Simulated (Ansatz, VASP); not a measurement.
## Cross-check of In2SbAs (CuAu-ordered zincblende type (invented)) between VASP and Ansatz

Wanted: the spread between two codes on one cell, functional and k mesh. The cell is generated by rule, not measured, and may not be a known phase. The cell is taken from a series of runs on this material, whose earlier steps may have relaxed, scaled, displaced or heated it; both programs get it as it stands.

Program: Ansatz 0.2.0. Level of theory: plane waves, with VASP 6.6.1 beside it; relaxation of cell and atoms at PBE. Results are calculated unless marked as measured.

## Step 1: Set-up

It takes space group P-4m2 (No. 115, tetragonal). The conventional cell has a = 4.566 Å, b = 4.566 Å, c = 6.340 Å, α = 90.00°, β = 90.00°, γ = 90.00°. As has 4 In at 2.72 Å nearest. Nearest to Sb lie 4 In at 2.84 Å. Nearest to In lie 2 As at 2.72 Å and 2 Sb at 2.84 Å. Farther neighbours are not listed.

## Step 2: Ansatz: relaxation of cell and atoms, PBE

Ansatz runs on its default PAW (the set named soft_2) files.

The relaxed volume is the usual yardstick between codes: in a stiff, nearly cubic crystal its relative difference is about their pressure difference at one cell divided by the bulk modulus.

Input file input.yaml:

```yaml
crystal:
  lattice:
    - [4.5662991444, 0.0, 0.0]
    - [0.0, 4.5662991444, 0.0]
    - [0.0, 0.0, 6.3396835664]
  atoms:
    - { symbol: As, position: [0.0, 0.0, 0.0] }
    - { symbol: Sb, position: [0.5, 0.5, 0.5] }
    - { symbol: In, position: [0.0, 0.5, 0.2331692836] }
    - { symbol: In, position: [0.5, 0.0, 0.7668307164] }
kpoints:
  mp_grid: { grid: [10, 10, 8] }
hamiltonian:
  xc: pbe
scf:
  occupations: { method: gaussian, width: 0.1 }
output:
  forces: true
  stress: true
  eigenvalues: true
  write_density: true
  write_potential: true
  elf: true
  volumetric_format: npy
relax:
  adjacent_minimum: "off"
  f_tol: 0.005
  max_steps: 80
  cell: { stress_tol: 0.05 }
```

Started as:

```sh
> ansatz run input.yaml --threads 2 --pin off --max-ram 5120MiB --backend cpu --events-out ev --progress --plain --runs-dir out
```

Numbers of over 12 decimals in the logs are rounded to 6 here.

Log:

```text
Engine: ansatz 0.2.0, aarch64-unknown-linux-gnu
Pseudopotentials: kind: paw
Pseudopotential: As, paw, valence charge 15, recommended cutoff 420 eV (normal), As.paw.azcp
Pseudopotential: Sb, paw, valence charge 15, recommended cutoff 420 eV (normal), Sb.paw.azcp
Pseudopotential: In, paw, valence charge 13, recommended cutoff 420 eV (normal), In.paw.azcp
Functional definition: PBE
  parameter kappa = 0.804
  parameter beta = 0.066725
  exchange = pbe_x(kappa = kappa, mu = beta*pi^2/3)
  correlation = pbe_c(beta = beta)
Crystal: 4 atoms, lattice volume = 132.189 Å³
Basis set: ecut = 420 eV, 2581 PW (Γ), exchange–correlation on 64×64×90 points (8 copies of the dense FFT grid, shifted against one another)
Bands: 34, of which v1, the nominal top of the filled ones, is band 28 counted from 1 (27 counted from 0)
Symmetry: 8 space group operations
Space group: P-4m2 (ITA 115), of the structure as read, at distance tolerance 5.1e-5 Å
k-points: 105 of 800 (time reversal used)
Non-local potential: As, projectors of the file, l = 0: 2, l = 1: 2, l = 2: 3, l = 3: 1
Non-local potential: Sb, projectors of the file, l = 0: 2, l = 1: 2, l = 2: 2, l = 3: 2
Non-local potential: In, projectors of the file, l = 0: 2, l = 1: 2, l = 2: 2, l = 3: 2
PAW form: soft (Blöchl's): semilocal exchange-correlation on the pseudo side does not see the compensation charge
PAW one-centre angular grid: As, 590 points (default); XC on 64 Gauss nodes
PAW one-centre angular grid: Sb, 590 points (default); XC on 64 Gauss nodes
PAW one-centre angular grid: In, 590 points (default); XC on 64 Gauss nodes
Initial density: superposition of atomic densities (neutral atoms: chi_scale 0, normalization atom), corrected by the library's trained network
Initial wavefunctions: pseudopotential atomic-orbital guess
Functional: x = pbe(κ = 0.804, μ = 0.219515), c = pbe(β = 0.066725)
SCF iter   1: F=—  HF=-22536.974211 eV  |F-HF|=—  |Δ(HF+E_count)|=         —  Δρ=2.15e-3  dr2=1.38e-2  ethr=1.77e-3  ⟨swp⟩=6.3  Hψ=14645  notcnv=0
preconditioner: auto → Resta (q_TF=auto, 2.364 Å⁻¹)  ε∞=3.1  [insulator: Δε(μ)=0.160 eV  Ē_g=13.407 eV  σ=0.100 eV  W_gap=0.66  n_scr=28 (ndim 8)  ℏωp=19.4 eV  f_vac=0.124  D(μ)=0.07/eV (n_scr^D=0)  ε∞_Penn≈3.1]
SCF iter   2: F=—  HF=-22536.967885 eV  |F-HF|=—  |Δ(HF+E_count)|=   6.33e-3  Δρ=1.03e-3  dr2=2.63e-3  ethr=2.47e-5  ⟨swp⟩=2.0  Hψ=6169  notcnv=0
SCF iter   3: F=—  HF=-22536.967676 eV  |F-HF|=—  |Δ(HF+E_count)|=   2.09e-4  Δρ=3.46e-4  dr2=3.26e-4  ethr=4.69e-6  ⟨swp⟩=2.7  Hψ=5215  notcnv=0  defer=2
SCF iter   4: F=—  HF=-22536.967809 eV  |F-HF|=—  |Δ(HF+E_count)|=   1.33e-4  Δρ=1.67e-4  dr2=6.11e-5  ethr=5.81e-7  ⟨swp⟩=2.0  Hψ=4218  notcnv=0  defer=2
SCF iter   5: F=—  HF=-22536.967897 eV  |F-HF|=—  |Δ(HF+E_count)|=   8.82e-5  Δρ=5.21e-5  dr2=3.22e-6  ethr=1.09e-7  ⟨swp⟩=2.0  Hψ=5283  notcnv=0  defer=2
SCF iter   6: F=—  HF=-22536.967899 eV  |F-HF|=—  |Δ(HF+E_count)|=   1.89e-6  Δρ=1.64e-5  dr2=5.58e-7  ethr=5.75e-9  ⟨swp⟩=2.0  Hψ=6333  notcnv=0  defer=2
SCF iter   7: F=-22536.967900 eV  HF=-22536.967900 eV  |F-HF|=1.28e-7  |Δ(HF+E_count)|=   4.09e-7  Δρ=5.66e-6  dr2=3.68e-8  ethr=1.79e-10  ⟨swp⟩=14.0  Hψ=28695  notcnv=0
SCF 1 converged in 7 iterations: F = -22536.967900 eV  dr2 = 3.68e-8
  Residual-converged pass: ⟨swp⟩=1.1  Hψ=3997  notcnv=0  max |occ|·‖R‖ = 7.1e-9 eV (tolerance 1.0e-8 eV)  dr2=3.68e-8  dr2_onsite=1.20e-9  max |Δocc| = 5.0e-11
  greatest PAW one-centre occupation: 0.999 electrons in one spin orbital (limit 2), on the As atom at site 0 (counted from 0), in its partial waves of l = 2
relax step   1: F+E_penalty+E_count = -22536.96789991 eV  Δ(F+E_penalty+E_count) = +0.000e0 eV  max|allowed force component| = 1.479e-2 eV/Å  Δτ_max = 0.0000 Å  P = -0.100 GPa  Ω = 132.189 Å³  (7 SCF iters, dr2 threshold 1.00e-7 eV, accepted)
[...]
relax step   2: F+E_penalty+E_count = -22536.97079095 eV  Δ(F+E_penalty+E_count) = -2.891e-3 eV  max|allowed force component| = 3.674e-2 eV/Å  Δτ_max = 0.0061 Å  P = +0.058 GPa  Ω = 131.726 Å³  energy of the carried Pulay correction = +8.866e-5 eV  (4 SCF iters, dr2 threshold 2.02e-7 eV, accepted)
[...]
relax step   3: F+E_penalty+E_count = -22536.97089400 eV  Δ(F+E_penalty+E_count) = -1.030e-4 eV  max|allowed force component| = 4.132e-2 eV/Å  Δτ_max = 0.0079 Å  P = +0.041 GPa  Ω = 131.745 Å³  energy of the carried Pulay correction = +8.507e-5 eV  (5 SCF iters, dr2 threshold 8.43e-8 eV, accepted)
[...]
relax step   4: F+E_penalty+E_count = -22536.97109403 eV  Δ(F+E_penalty+E_count) = -2.000e-4 eV  max|allowed force component| = 1.548e-3 eV/Å  Δτ_max = 0.0041 Å  P = +0.023 GPa  Ω = 131.820 Å³  energy of the carried Pulay correction = +7.076e-5 eV  (4 SCF iters, dr2 threshold 1.07e-7 eV, accepted)
[...]
relax step   5: F+E_penalty+E_count = -22536.97102134 eV  Δ(F+E_penalty+E_count) = +7.270e-5 eV  max|allowed force component| = 1.584e-3 eV/Å  Δτ_max = 0.0000 Å  P = +0.023 GPa  Ω = 131.820 Å³  stress off target by 2.34e-2 GPa  SCF on the basis re-selected at this cell (its energy is not comparable with the rows above)  (6 SCF iters)
basis re-selected at this cell: Δ(F+E_penalty+E_count) = +7.270e-5 eV, ΔP = -0.000 GPa vs the last step (what re-selecting the basis moved, of the pressure what is left beyond the Pulay correction that the steps carried, after the strain that the cell walked since its last selection, with what the two solves' SCF thresholds leave and, on support functions, any second-order correction that the steps lacked; it is no m [...]
SCF converged after 6 iterations
Free energy (F): -22536.971021 eV
Harris-Foulkes:  -22536.971021 eV  (|F-HF|=7.28e-12)
Internal energy: -22536.970705 eV  (E = F + TS)
E sigma→0 (E₀):  -22536.970863 eV
Entropy (-TS):   -0.000316 eV (-0.079 meV/atom)
Fermi energy:    6.850771 eV
--- Per-component energies (eV) ---
  E_band       = -614.605443
  E_kinetic    = 794.295160
  E_local      = -6679.744219  (includes V_loc(G=0)·N_el)
  E_nonlocal   = 426.406769
  E_hartree    = 3044.184916
  E_xc         = -646.830453
  E_vxc        = -372.203266  (∫ρ·V_xc dr)
  E_paw        = -14721.753464  (= ΣΔE_a)
  E_vpaw       = -871.729745  (= ΣTr[D̂ρ^β])
  E_aug_tail   = 0.000058  (compensation charges beyond the density's cutoff)
  E_ewald      = -4753.529472
  E_smearing   = -0.000316  (= −TS)
  E_closure    = -0.000000  (closes the sum)
  Σ components = -22536.971021   (vs F -22536.971021, Δ=0.00e0)
--- Forces (eV/Å), atoms counted from 1 ---
  atom   1  As     0.00000000     0.00000000    -0.00000000
  atom   2  Sb     0.00000000     0.00000000    -0.00000000
  atom   3  In    -0.00000000    -0.00000000     0.00158357
  atom   4  In    -0.00000000    -0.00000000    -0.00158357
  max |Σ_I F_I| component: 1.63e-16 eV/Å
--- Stress (GPa, compression-positive) ---
        0.022197      -0.000000       0.000000
       -0.000000       0.022197       0.000000
        0.000000       0.000000       0.023383
  P = ⅓ Tr σ = 0.0226 GPa (0.226 kbar)
--- Band table (eV; the first three rows and the last of 105) ---
  k-point 0: bands = [... 24 lower, 4.6240, 6.0651, 6.7283, 6.7983, 6.7983, 8.3872, 8.4220, 10.1516, ... 2 higher]
  k-point 1: bands = [... 24 lower, 4.6714, 5.4916, 6.6633, 6.6633, 7.2689, 8.3560, 8.5792, 9.9909, ... 2 higher]
  k-point 2: bands = [... 24 lower, 4.8078, 4.8078, 6.3432, 6.3432, 7.8909, 8.5145, 8.8019, 9.6660, ... 2 higher]
  k-point 104: bands = [... 24 lower, 4.1217, 4.1217, 4.2272, 4.2402, 10.2396, 10.2396, 10.7094, 10.9939, ... 2 higher]
--- Relaxed structure (4 steps of the walk, 4 accepted, 1 SCFs on fresh bases) ---
  F+E_penalty+E_count = -22536.97102134 eV   max|allowed force component| = 1.584e-3 eV/Å   (the final SCF, on the basis selected at the relaxed cell)
  cell:  # Å, volume = 131.8195 Å³
    - [4.532524, 0.0, 0]
    - [0.0, 4.532524, 0.0]
    - [0, 0.0, 6.416521]
  atoms:
    - { symbol: As, position: [0, 0.0, 0.0] }
    - { symbol: Sb, position: [0.500000, 0.500000, 0.500000] }
    - { symbol: In, position: [0, 0.500000, 0.233531] }
    - { symbol: In, position: [0.500000, 0.0, 0.766469] }
```

## Step 3: VASP: relaxation of cell and atoms, PBE

The same cell, functional, mesh and smearing now go to VASP, with its own data sets.

Lines of VASP's logs that name or quote its potential files are left out, and so is its time.

Input file INCAR:

```
SYSTEM = In2SbAs
PREC = Accurate
ENCUT = 500
EDIFF = 1E-07
NELM = 120
ISMEAR = 0
SIGMA = 0.1
LREAL = .FALSE.
ALGO = Normal
GGA = PE
NBANDS = 24
LORBIT = 11
LWAVE = .FALSE.
LCHARG = .FALSE.
ISIF = 3
IBRION = 2
NSW = 80
EDIFFG = -0.005
LASPH = .TRUE.
GGA_COMPAT = .FALSE.
NELMIN = 4
KPAR = 2
```

Input file POSCAR:

```
In2SbAs
1.0
    4.5662990000      0.0000000000      0.0000000000
    0.0000000000      4.5662990000      0.0000000000
    0.0000000000      0.0000000000      6.3396840000
As Sb In
1 1 2
Direct
    0.0000000000      0.0000000000      0.0000000000
    0.5000001095      0.5000001095      0.5000000000
    0.0000000000      0.5000001095      0.2331691927
    0.5000001095      0.0000000000      0.7668306496
```

Input file KPOINTS:

```
Automatic mesh
0
Gamma
10 10 8
0 0 0
```

PAW data sets: As, Sb and In_d (PBE family, release 64).

Started as:

```sh
> mpirun -np 2 vasp_std
```

Log:

```text
[banner, memory and clock lines left out]
running    2 mpi-ranks, on    1 nodes
 distrk:  each k-point on    1 cores,    2 groups
 distr:  one band on    1 cores,    1 groups

 POSCAR found type information on POSCAR AsSbIn
 POSCAR found :  3 types and       4 ions
 LDA part: xc-table for (Slater+PW92), standard interpolation
 POSCAR, INCAR and KPOINTS ok, starting setup
 FFT: planning ... GRIDC
 FFT: planning ... GRID_SOFT
 FFT: planning ... GRID
 WAVECAR not read
 entering main loop
       N       E                     dE             d eps       ncg     rms          rms(c)
DAV:   1     0.277501467727E+03    0.27750E+03   -0.16089E+04  5040   0.153E+03
DAV:   2     0.893980208336E+01   -0.26856E+03   -0.26315E+03  5360   0.373E+02
DAV:   3    -0.141152902734E+02   -0.23055E+02   -0.22856E+02  6528   0.124E+02
DAV:   4    -0.148970668213E+02   -0.78178E+00   -0.78124E+00  5520   0.269E+01
DAV:   5    -0.149379206798E+02   -0.40854E-01   -0.40852E-01  8376   0.533E+00    0.554E+00
DAV:   6    -0.146020246431E+02    0.33590E+00   -0.69590E-01  6968   0.990E+00    0.315E+00
DAV:   7    -0.145831036129E+02    0.18921E-01   -0.31470E-01  7648   0.340E+00    0.928E-01
DAV:   8    -0.145830994509E+02    0.41620E-05   -0.31922E-02  6872   0.186E+00    0.300E-01
DAV:   9    -0.145839141479E+02   -0.81470E-03   -0.42700E-03  7168   0.606E-01    0.165E-01
DAV:  10    -0.145844881974E+02   -0.57405E-03   -0.87223E-04  5888   0.146E-01    0.734E-02
DAV:  11    -0.145846268387E+02   -0.13864E-03   -0.15069E-04  6656   0.707E-02    0.189E-02
DAV:  12    -0.145846404170E+02   -0.13578E-04   -0.28828E-05  6360   0.420E-02    0.112E-02
DAV:  13    -0.145846459070E+02   -0.54900E-05   -0.12634E-05  5664   0.231E-02    0.363E-03
DAV:  14    -0.145846465479E+02   -0.64086E-06   -0.69152E-07  6104   0.511E-03    0.442E-03
DAV:  15    -0.145846465235E+02    0.24352E-07   -0.12808E-07  4800   0.228E-03
   1 F= -.14584647E+02 E0= -.14584485E+02  d E =-.145846E+02
[...]
2 F= -.14586181E+02 E0= -.14586020E+02  d E =-.153430E-02
[...]
3 F= -.14587072E+02 E0= -.14586914E+02  d E =-.242523E-02
 curvature:  -1.25 expect dE=-0.171E-02 dE for cont linesearch -0.570E-08
 trial: gam= 0.71166 g(F)=  0.330E-07 g(S)=  0.136E-02 ort =-0.295E-05 (trialstep = 0.107E+01)
 search vector abs. value=  0.233E-02
 bond charge predicted
       N       E                     dE             d eps       ncg     rms          rms(c)
DAV:   1    -0.145979651169E+02   -0.10893E-01   -0.36345E-01  6192   0.752E+00    0.629E-01
DAV:   2    -0.145900608438E+02    0.79043E-02   -0.23801E-02  6328   0.236E+00    0.291E-01
DAV:   3    -0.145879168067E+02    0.21440E-02   -0.50012E-03  6520   0.111E+00    0.941E-02
DAV:   4    -0.145878033696E+02    0.11344E-03   -0.44948E-04  7184   0.209E-01    0.656E-02
DAV:   5    -0.145877744289E+02    0.28941E-04   -0.45050E-05  7776   0.877E-02    0.139E-02
DAV:   6    -0.145877747561E+02   -0.32722E-06   -0.94913E-06  6184   0.283E-02    0.904E-03
DAV:   7    -0.145877749814E+02   -0.22529E-06   -0.12639E-06  7304   0.834E-03    0.166E-03
DAV:   8    -0.145877747722E+02    0.20916E-06   -0.23766E-07  4368   0.563E-03    0.959E-04
DAV:   9    -0.145877748377E+02   -0.65450E-07   -0.46214E-08  3064   0.235E-03
   4 F= -.14587775E+02 E0= -.14587615E+02  d E =-.703088E-03
 trial-energy change:   -0.000703  1 .order   -0.000734   -0.001457   -0.000011
 step:   1.0805(harm=  1.0793)  dis= 0.00083  next Energy=   -14.587775 (dE=-0.703E-03)
 reached required accuracy - stopping structural energy minimisation
```

Parts of OUTCAR (step 3):

```text
ion  position               nearest neighbor table
   1  0.000  0.000  0.000-   3 2.72   4 2.72   3 2.72   4 2.72
   2  0.500  0.500  0.500-   4 2.84   3 2.84   4 2.84   3 2.84
   3  0.000  0.500  0.233-   1 2.72   1 2.72   2 2.84   2 2.84
   4  0.500  0.000  0.767-   1 2.72   1 2.72   2 2.84   2 2.84

  LATTYP: Found a simple tetragonal cell.
 ALAT       =     4.5662990000
 C/A-ratio  =     1.3883637493

 Subroutine GETGRP returns: Found  8 space group operations
 (whereof  8 operations were pure point group operations)

The static configuration has the point symmetry D_2d.

 Found    105 irreducible k-points:

   k-points           NKPTS =    105   k-points in BZ     NKDIM =    105   number of bands    NBANDS=     24

   dimension x,y,z NGX =    36 NGY =   36 NGZ =   48
   dimension x,y,z NGXF=    72 NGYF=   72 NGZF=   96

   ENCUT  =  500.0 eV  36.75 Ry    6.06 a.u.   8.33  8.33 11.56*2*pi/ulx,y,z

   NELECT =      36.0000    total number of electrons

 k-points in reciprocal lattice and weights: Automatic mesh
   0.00000000  0.00000000  0.00000000       0.001
   0.10000000  0.00000000  0.00000000       0.005
   0.20000000  0.00000000  0.00000000       0.005
   0.30000000  0.00000000  0.00000000       0.005
   0.40000000  0.00000000  0.00000000       0.005
   0.50000000  0.00000000  0.00000000       0.003
   0.10000000  0.10000000  0.00000000       0.005
   0.20000000  0.10000000  0.00000000       0.010
   0.30000000  0.10000000  0.00000000       0.010
[...]
0.50000000  0.40000000  0.50000000       0.005
   0.50000000  0.50000000  0.50000000       0.001

 average (electrostatic) potential at core
       1 -50.1194       2 -87.9204       3 -96.9802       4 -96.9802

 E-fermi :   4.2637

 k-point     1 :       0.0000    0.0000    0.0000
  band No.  band energies     occupation
    ...
     15       2.0374      2.00000
     16       3.4774      2.00000
     17       4.1411      1.91698
     18       4.2117      1.53801
     19       4.2117      1.53796
     20       5.7956      0.00000
     21       5.8309      0.00000
     22       7.5549      0.00000
     23       7.5549      0.00000
     24       7.5636      0.00000

 k-point     2 :       0.1000    0.0000    0.0000
  band No.  band energies     occupation
    ...
     14       1.7768      2.00000
     15       2.0891      2.00000
     16       2.8361      2.00000
     17       3.9580      1.99998
     18       4.1814      1.75540
     19       4.6632      0.00000
     20       5.8850      0.00000
     21       6.2924      0.00000
     22       7.5237      0.00000
     23       7.6124      0.00000
    ...

 k-point     3 :       0.2000    0.0000    0.0000
  band No.  band energies     occupation
    ...
     14       1.3233      2.00000
     15       1.8836      2.00000
     16       2.2384      2.00000
     17       3.4689      2.00000
     18       4.0846      1.98868
     19       5.1753      0.00000
     20       6.0817      0.00000
     21       7.2474      0.00000
     22       7.6449      0.00000
     23       7.7848      0.00000
    ...

  Total        0.0043381      0.0043381      0.0028884      0.0000000      0.0000000      0.0000000
  in kB        0.0526948      0.0526948      0.0350857      0.0000000      0.0000000      0.0000000
  external PRESSURE =       0.0468251 kB  Pullay stress =       0.0000000 kB

  energy-cutoff  :      500.00
  volume of cell :      131.90
      direct lattice vectors                 reciprocal lattice vectors
     4.533140822  0.000000000  0.000000000     0.220597603  0.000000000  0.000000000
     0.000000000  4.533140822  0.000000000     0.000000000  0.220597603  0.000000000
    -0.000000000  0.000000000  6.418637130    -0.000000000  0.000000000  0.155796313

 POSITION                                       TOTAL-FORCE (eV/Angst)
 -----------------------------------------------------------------------------------
      4.53314      0.00000      0.00000        -0.000000      0.000000      0.000000
      2.26657      2.26657      3.20932         0.000000      0.000000      0.000000
     -0.00000      2.26657      1.50011         0.000000      0.000000     -0.001560
      2.26657      0.00000      4.91853        -0.000000      0.000000      0.001560
 -----------------------------------------------------------------------------------
    total drift:                               -0.000273     -0.000273      0.000439

  FREE ENERGIE OF THE ION-ELECTRON SYSTEM (eV)
  ---------------------------------------------------
  free  energy   TOTEN  =       -14.5877748377 eV

  energy  without entropy=      -14.5874542846  energy(sigma->0) =      -14.58761456

 reached required accuracy - stopping structural energy minimisation

 total charge
# of ion       s       p       d       tot
------------------------------------------
    1        1.232   1.492   0.018   2.741
    2        1.139   1.323   0.018   2.480
    3        0.864   0.657   9.869  11.390
    4        0.864   0.657   9.869  11.390
--------------------------------------------------
tot          4.098   4.129  19.773  28.000

[... 3 further parts left out ...]
```

CONTCAR:

```
In2SbAs
   1.00000000000000
     4.5331408217245412    0.0000000000000000    0.0000000000000000
     0.0000000000000000    4.5331408217245412    0.0000000000000000
    -0.0000000000000000    0.0000000000000000    6.4186371303648020
  As              Sb              In
     1     1     2
Direct
     1.0000000000000000    0.0000000000000000    0.0000000000000000
     0.5000001095000002    0.5000001095000002    0.5000000000000000
     0.0000000000000000    0.5000001095000002    0.2337115649552833
     0.5000001095000002    0.0000000000000000    0.7662882773447161
```

The run keeps the 8 symmetry operations of its start, so it cannot find a distortion of lower symmetry.

## Step 4: Differences

Known differences besides the potentials themselves: the data sets hold 56 valence electrons in Ansatz (on its default PAW (the set named soft_2) files) and 36 in VASP; the cutoff is 420 eV in Ansatz and 500 eV in VASP; Ansatz adds a Pulay correction to the stress that steers its cell, VASP none. Total energies have different zeros and are not compared.

Both answers:

```
                                         quantity  Ansatz    VASP  difference
                                      volume (Å³)  131.82  131.90     -0.06 %
edge a after relaxation, in the typed setting (Å)   4.532   4.533     -0.01 %
edge c after relaxation, in the typed setting (Å)   6.417   6.419     -0.03 %
```

## Step 5: Results

| Item | Value |
| --- | --- |
| difference in volume (relaxation of cell and atoms, PBE) | -0.060 % |

The difference in volume is -0.060 % (relaxation of cell and atoms, PBE), within the 1.2 % picked in this series as the mark of a large difference, as far as the stopping tolerances let one tell. The data sets hold unlike numbers of valence electrons (56 in Ansatz and 36 in VASP), so part of the differences comes from the potentials. 1 further run of this series is not shown here. Such differences can come from data sets, numerical settings and the points named under the comparisons, not from the functional's error against experiment.

[Lines on the potential files, build, host, timing and source positions are cut from VASP's logs without a mark.]

[Logs are printed without paths, hosts, clocks, repeated set-up lines and the standing remarks that a program may print on its own settings, such as how far it seeks lower states.]

[Hosts, paths, dates, database ids (printed as entryN), source tags and the programs' standing remarks are cut or masked in the printed files.]
